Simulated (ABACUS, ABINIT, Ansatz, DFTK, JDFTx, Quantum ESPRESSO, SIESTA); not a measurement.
One calculation of InAs, 8 ways

```
In As
1.0
     0.00000    3.01800    3.01800
     3.01800    0.00000    3.01800
     3.01800    3.01800    0.00000
In As
1 1
Cartesian
  0.0000 0.0000 0.0000
  4.5270 4.5270 4.5270
```

Alike in all runs: task single point; functional PBE; k mesh 8 × 8 × 8; occupations fermi-dirac, width 0.05 eV; no spin polarisation; no spin-orbit coupling. A missing gap at this level doesn't show that the real crystal is a metal. Pressure is positive in compression and, in plane waves, holds the error of the finite cutoff, which Ansatz's Pulay term estimates and takes out.

```
                                                                                   program and potentials  plane-wave cutoff (eV)                                                                      notes  band gap (eV)  pressure (GPa)
SIESTA, files PseudoDojo sr-pbe-0.4.1-standard, DZP (energy shift 0.003 Ry; two zetas on semicore shells)                       -                      atomic basis; 14 valence electrons an atom on average         no gap            4.44
                                                                                 ABINIT, JTH PAW PBE v2.0                     599                                    14 valence electrons an atom on average         no gap            4.31
                                                                    Ansatz, Ansatz PAW (earlier soft set)                     420  14 valence electrons an atom on average; Pulay term of +0.03 GPa included         no gap            4.30
                                                           Ansatz, all-electron LAPW, scalar-relativistic                       -                                                                          -         no gap            4.30
                                                             DFTK, PseudoDojo SR PBE 0.4.1 standard (PBE)                    1143                                    14 valence electrons an atom on average         no gap            4.37
                                                 ABACUS, PseudoDojo NC SR 0.4.1 PBE standard, plane waves                    1143                                    14 valence electrons an atom on average         no gap            4.35
                                                                Quantum ESPRESSO, SSSP 1.3 efficiency PBE                     748                                     9 valence electrons an atom on average         no gap            4.41
                                                                    JDFTx, PseudoDojo-SR-PBE-0.5-standard                    1143                                    14 valence electrons an atom on average         no gap            4.36
```

None finds a gap. The pressure spans 4.30 (Ansatz, Ansatz PAW (earlier soft set)) to 4.44 GPa (SIESTA, files PseudoDojo sr-pbe-0.4.1-standard, DZP (energy shift 0.003 Ry; two zetas on semicore shells)), with all-electron results at 4.30. Rows in atomic bases carry the error of their basis and grid, which can be large.

Differences between rows come from potentials, basis sets and numerical settings, since the functional is the same but for its coding. Runs on potential files found faulty are left out.
